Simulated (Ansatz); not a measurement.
Sr:

```
Sr
1.0
     0.00000    3.04235    3.04235
     3.04235    0.00000    3.04235
     3.04235    3.04235    0.00000
Sr
1
Direct
  0.00000 0.00000 0.00000
```

```yaml
Program: Ansatz 0.2.0
Task: single point
Functional: PBE
Potentials_or_basis: Ansatz PAW
Cutoff: "420 eV (not typed: the program's choice for these potentials)"
k_mesh: 8 × 8 × 8
Occupations: fermi-dirac, width 0.05 eV
Spin: no spin polarisation
```

On this cell: pressure -0.3 GPa; band gap on the k mesh none (metal or under the smearing width).

The same run follows on a disturbed copy (cell strained at random at fixed volume):

```xyz
1
Lattice="0.0661 3.0196 2.9653 3.1346 0.0075 3.0238 3.1290 3.0725 0.0132" Properties=species:S:1:pos:R:3 pbc="T T T"
Sr    0.0326    0.0158   -0.0426
```

Problem. What changes?

Solution. The energy (extrapolated to zero smearing) moves by +3.3 meV/atom; pressure -0.3 GPa; band gap on the k mesh none (metal or under the smearing width).

Stress tensor (GPa, compression positive):
```
-0.43 -0.23 -0.28
-0.23 -0.29  0.19
-0.28  0.19 -0.21
```
